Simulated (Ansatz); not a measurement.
Input of an Ansatz 0.2.0 run:

The input input.yaml:

```yaml
crystal:
  lattice:
    - [0.0, 2.753244, 2.753244]
    - [2.753244, 0.0, 2.753244]
    - [2.753244, 2.753244, 0.0]
  atoms:
    - { symbol: Cd, position: [0.0, 0.0, 0.0] }
    - { symbol: S, position: [0.5, 0.5, 0.5] }
hamiltonian:
  xc: pbesol
  pseudopotentials: { kind: paw }
kpoints:
  mp_grid: { grid: [6, 6, 6] }
scf:
  occupations: { method: fermi_dirac, width: 0.05 }
output:
  forces: true
  stress: true
elastic:
  mode: relaxed_ion
  stencil: two_point
```

Potentials or basis: Ansatz PAW.

Run with:

```sh
$ ansatz run input.yaml --threads 2 --pin off --max-ram 5632MiB --backend cpu --events-out ev --progress --plain --runs-dir out
```

Problem. Estimate the elastic constants C11, C12, C44.

Solution. 96, 46, 32 GPa.

Problem. Estimate the Voigt bulk modulus.

Solution. 63 GPa.

Problem. Predict the pressure.

Solution. -4.4 GPa.

Problem. What does it give for the band gap on the k mesh?

Solution. 0.14 eV, indirect (least direct gap 1.44 eV).

Elastic tensor in Voigt notation (GPa, in the Cartesian axes of the cell as first typed):
```
96 46 46  0  0  0
46 96 46  0  0  0
46 46 96  0  0  0
 0  0  0 32  0  0
 0  0  0  0 32  0
 0  0  0  0  0 32
```

Caveat: the cell is more than 3 GPa from zero pressure, which shifts response properties; the PAW data sets come from PBE, with cores solved anew for the run's functional, which leaves a small shift of forces and pressure. A k mesh can miss the band edges.
